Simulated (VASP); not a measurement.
# KI (Fm-3m) in VASP: single point with PBEsol

Aim: the single point of KI with PBEsol.

All numbers are computed with VASP 6.6.1; they aren't measurements. Logs are shortened: lines on timing, memory, paths and dates and some standing lists are left out, and cuts for length are marked.

**Measured values to compare with.**

From a printed reference work, monograph, for a bulk crystal of KI: band gap 6.32 eV.

The results are compared with them further down.

**1. The cell of the first run**

It takes space group Fm-3m (No. 225, cubic). Conventional cell: a = 7.066 Å, b = 7.066 Å, c = 7.066 Å, α = 90.00°, β = 90.00°, γ = 90.00°. K (site symmetry m-3m) has 6 I at 3.53 Å within 4.6 Å. Within 4.6 Å of I (site symmetry m-3m) lie 6 K at 3.53 Å.

**2. Single point, PBEsol**

The input, INCAR:

```
SYSTEM = KI
ALGO = Normal
EDIFF = 1E-6
ENCUT = 500
GGA = PS
GGA_COMPAT = .FALSE.
ISIF = 2
ISMEAR = -1
LASPH = .TRUE.
LCHARG = .TRUE.
LELF = .TRUE.
LREAL = .FALSE.
LVHAR = .TRUE.
LWAVE = .FALSE.
NBANDS = 15
NELM = 120
PREC = Accurate
SIGMA = 0.02
```

The input, KPOINTS:

```
k-points
0
G
  6 6 6
  0 0 0
```

The input, POSCAR:

```
KI
1.0
    0.0000000000      3.5327700000      3.5327700000
    3.5327700000      0.0000000000      3.5327700000
    3.5327700000      3.5327700000      0.0000000000
K I
1 1
Direct
    0.0000000000      0.0000000000      0.0000000000
    0.5000000000      0.5000000000      0.5000000000
```

Potentials or basis: VASP PAW PBE potentials, release 64 (K_sv, I).

The run is started by

```console
$ cat potpaw_PBE.64/K_sv/POTCAR potpaw_PBE.64/I/POTCAR > POTCAR
$ mpirun -np 1 vasp_std > vasp.out
```

OUTCAR:

```text
SYSTEM = KI
   EDIFF = 1E-6
   ENCUT = 500
   GGA = PS
   ISIF = 2
   ISMEAR = -1
   LASPH = .TRUE.
   LREAL = .FALSE.
   NELM = 120
   PREC = Accurate

 ion  position               nearest neighbor table
   1  0.000  0.000  0.000-   2 3.53   2 3.53   2 3.53   2 3.53   2 3.53   2 3.53
   2  0.500  0.500  0.500-   1 3.53   1 3.53   1 3.53   1 3.53   1 3.53   1 3.53

  LATTYP: Found a face centered cubic cell.
 ALAT       =     7.0655400000

  Lattice vectors:

 A1 = (   0.0000000000,   3.5327700000,   3.5327700000)
 A2 = (   3.5327700000,   0.0000000000,   3.5327700000)
 A3 = (   3.5327700000,   3.5327700000,   0.0000000000)

Analysis of symmetry for initial positions (statically):
=====================================================================
 Subroutine PRICEL returns:
 Original cell was already a primitive cell.

 Routine SETGRP: Setting up the symmetry group for a
 face centered cubic supercell.

 Subroutine GETGRP returns: Found 48 space group operations
 (whereof 48 operations were pure point group operations)
 out of a pool of 48 trial point group operations.

The static configuration has the point symmetry O_h .

Analysis of symmetry for dynamics (positions and initial velocities):
=====================================================================
 Subroutine PRICEL returns:
 Original cell was already a primitive cell.

 Routine SETGRP: Setting up the symmetry group for a
 face centered cubic supercell.

 Subroutine GETGRP returns: Found 48 space group operations
 (whereof 48 operations were pure point group operations)
 out of a pool of 48 trial point group operations.

The dynamic configuration has the point symmetry O_h .

 Subroutine INISYM returns: Found 48 space group operations
 (whereof 48 operations are pure point group operations),
 and found     1 'primitive' translations

----------------------------------------------------------------------------------------

                                     Primitive cell

  volume of cell :      88.1812

  direct lattice vectors                    reciprocal lattice vectors
     0.000000000  3.532770000  3.532770000    -0.141531999  0.141531999  0.141531999
     3.532770000  0.000000000  3.532770000     0.141531999 -0.141531999  0.141531999
     3.532770000  3.532770000  0.000000000     0.141531999  0.141531999 -0.141531999

  length of vectors
     4.996091247  4.996091247  4.996091247     0.245140613  0.245140613  0.245140613

  position of ions in fractional coordinates (direct lattice)
     0.000000000  0.000000000  0.000000000
     0.500000000  0.500000000  0.500000000

[... 77 lines left out ...]
   PSTRESS=    0.0 pullay stress
   NELECT =      16.0000    total number of electrons
   NUPDOWN=      -1.0000    fix difference up-down
   EMIN   =  10.00;   EMAX   =-10.00  energy-range for DOS
   EFERMI =   0.00;   METHOD = LEGACY
   ISMEAR =    -1;   SIGMA  =   0.02  broadening in eV -4-tet -1-fermi 0-gaus
   EFERMI_NEDOS =   21; number of points for ismear=-14 and -15
   IALGO  =     38    algorithm
   IMIX   =      4    mixing-type and parameters
     AMIX     =   0.40;   BMIX     =  1.00
     AMIX_MAG =   1.60;   BMIX_MAG =  1.00
  volume/ion in A,a.u.               =      44.09       297.54
  Fermi-wavevector in a.u.,A,eV,Ry     =   0.926807  1.751412 11.687021  0.858972
  Thomas-Fermi vector in A             =   2.052809
   LORBIT       =      0    0 simple, 1 ext, 2 COOP (PROOUT), +10 PAW based schemes
   GGA     = PS    functional components
   LHFCALC =     F    Hartree Fock is set to
   AEXX    =    0.0000 exact exchange contribution
   IVDW    =     0    specifies the selected vdW correction
   LEPSILON=     F    determine dielectric tensor
   LRPA    =     F    only Hartree local field effects (RPA)
 non-spin polarized calculation
  energy-cutoff  :      500.00
  volume of cell :       88.18
 maximum number of plane-waves:      2253
   NGX = 19   NGY = 19   NGZ = 19

 number of electron      16.0000000 magnetization

 Free energy of the ion-electron system (eV)
  ---------------------------------------------------
  ext. energy  EPLUGINS =         0.00000000
  ---------------------------------------------------
  free energy    TOTEN  =        -5.81460047 eV

  energy without entropy =       -5.81460047  energy(sigma->0) =       -5.81460047

 E-fermi :   0.0086     XC(G=0):  -7.3426

 val. band max:       -0.5088007119   @ k =   0.0000   0.0000   0.0000
 cond. band min:       3.3042682024   @ k =   0.0000   0.0000   0.0000
 fundamental gap:      3.8130689143
 Fermi energy:         0.0086498534

 k-point     1 :       0.0000    0.0000    0.0000
  band No.  band energies     occupation
      1     -28.8355      2.00000
      2     -12.3876      2.00000
      3     -12.3876      2.00000
      4     -12.3876      2.00000
      5     -11.0461      2.00000
      6      -0.5088      2.00000
      7      -0.5088      2.00000
      8      -0.5088      2.00000
      9       3.3043      0.00000
     10       5.9194      0.00000
     11       5.9194      0.00000
     12       5.9194      0.00000
     13       6.6598      0.00000
     14       6.6598      0.00000
[... 257 lines left out ...]
      2     -12.4346      2.00000
      3     -12.4280      2.00000
      4     -12.4138      2.00000
      5     -10.8532      2.00000
      6      -1.3997      2.00000
      7      -1.0838      2.00000
      8      -1.0637      2.00000
      9       5.0539      0.00000
     10       5.8001      0.00000
     11       6.7944      0.00000
     12       7.7325      0.00000
     13       8.0111      0.00000
     14       9.1295      0.00000
     15       9.5071      0.00000

------------------------ aborting loop because EDIFF is reached ----------------------------------------

  FORCE on cell =-STRESS in cart. coord.  units (eV):
  Direction    XX          YY          ZZ          XY          YZ          ZX
  --------------------------------------------------------------------------------------
  -------------------------------------------------------------------------------------
  Total       -0.1344588     -0.1344588     -0.1344588     -0.0000000     -0.0000000      0.0000000
  in kB       -2.4430016     -2.4430016     -2.4430016     -0.0000000     -0.0000000      0.0000000
  external PRESSURE =      -2.4430016 kB  Pullay stress =       0.0000000 kB

 VOLUME and BASIS-vectors are now :
 -----------------------------------------------------------------------------
  energy-cutoff  :      500.00
  volume of cell :       88.18
      direct lattice vectors                 reciprocal lattice vectors
     0.000000000  3.532770000  3.532770000    -0.141531999  0.141531999  0.141531999
     3.532770000  0.000000000  3.532770000     0.141531999 -0.141531999  0.141531999
     3.532770000  3.532770000  0.000000000     0.141531999  0.141531999 -0.141531999

 POSITION                                       TOTAL-FORCE (eV/Angst)
 -----------------------------------------------------------------------------------
      0.00000      0.00000      0.00000        -0.000000      0.000000      0.000000
      3.53277      3.53277      3.53277         0.000000     -0.000000     -0.000000
 -----------------------------------------------------------------------------------
    total drift:                                0.000000      0.000000      0.000000

  FREE ENERGIE OF THE ION-ELECTRON SYSTEM (eV)
  ---------------------------------------------------
  free  energy   TOTEN  =        -5.8146004749 eV

  energy  without entropy=       -5.8146004749  energy(sigma->0) =       -5.81460047
```

OSZICAR:

```text
N       E                     dE             d eps       ncg     rms          rms(c)
DAV:   1     0.870782361735E+02    0.87078E+02   -0.63682E+03   480   0.886E+02
DAV:   2    -0.557033437919E+00   -0.87635E+02   -0.81443E+02   606   0.212E+02
DAV:   3    -0.561362929422E+01   -0.50566E+01   -0.50332E+01   683   0.441E+01
DAV:   4    -0.589817398761E+01   -0.28454E+00   -0.28449E+00   761   0.919E+00
DAV:   5    -0.590012032455E+01   -0.19463E-02   -0.19463E-02   669   0.844E-01    0.293E+00
DAV:   6    -0.581728400188E+01    0.82836E-01   -0.87363E-02   592   0.196E+00    0.209E+00
DAV:   7    -0.581022899260E+01    0.70550E-02   -0.10276E-01   627   0.173E+00    0.855E-01
DAV:   8    -0.581452018604E+01   -0.42912E-02   -0.13193E-02   536   0.842E-01    0.256E-01
DAV:   9    -0.581432005235E+01    0.20013E-03   -0.51709E-04   683   0.145E-01    0.949E-02
DAV:  10    -0.581459326518E+01   -0.27321E-03   -0.36263E-04   508   0.970E-02    0.611E-02
DAV:  11    -0.581459970397E+01   -0.64388E-05   -0.36879E-05   666   0.334E-02    0.117E-02
DAV:  12    -0.581460047492E+01   -0.77095E-06   -0.26245E-06   585   0.119E-02
   1 F= -.58146005E+01 E0= -.58146005E+01  d E =-.935959E-13
```

stdout:

```text
POSCAR found type information on POSCAR K I
 POSCAR found :  2 types and       2 ions
 scaLAPACK will be used
 -----------------------------------------------------------------------------
|                                                                             |
|                                                                             |
|     You enforced a specific xc type in the INCAR file but a different       |
|     I HOPE YOU KNOW WHAT YOU ARE DOING!                                     |
|                                                                             |
 -----------------------------------------------------------------------------

 LDA part: xc-table for (Slater+PW92), standard interpolation
 POSCAR, INCAR and KPOINTS ok, starting setup
 FFT: planning ... GRIDC
 FFT: planning ... GRID_SOFT
 FFT: planning ... GRID
 WAVECAR not read
 entering main loop
```

Wall time 16 s (1 thread of Intel Xeon Platinum 8259CL at 2.50GHz (Skylake/Cascade Lake), shared host); peak memory 0.21 GiB.

Results:

* Free energy: -5.8146 eV
* Pressure: -0.2 GPa
* Band gap on the k mesh: 3.81 eV

Levels at points of the mesh, in eV from the valence-band top:
```csv
k point,band 6,band 7,band 8,band 9,band 10,band 11
"(0.00, 0.00, 0.00)",0.00,0.00,0.00,3.81,6.43,6.43
"(0.50, 0.00, 0.00)",-1.35,-0.34,-0.34,5.38,7.61,8.07
"(0.50, 0.50, 0.00)",-1.02,-0.37,-0.37,4.83,5.67,8.07
```

Caveat: the PAW data sets were made with another functional, which shifts forces and pressure a little; spin-orbit coupling is left out, which moves the levels of the heavy elements.

**3. Comparison with measurements**

Step 2. Measured gap of KI: 6.32 eV (a printed reference work, monograph). This calculation gives 3.81 eV (-2.51 eV). Spin-orbit coupling on I is left out. The value is that of PBEsol, without temperature or zero-point motion. Semilocal functionals fall short of measured gaps as a rule.
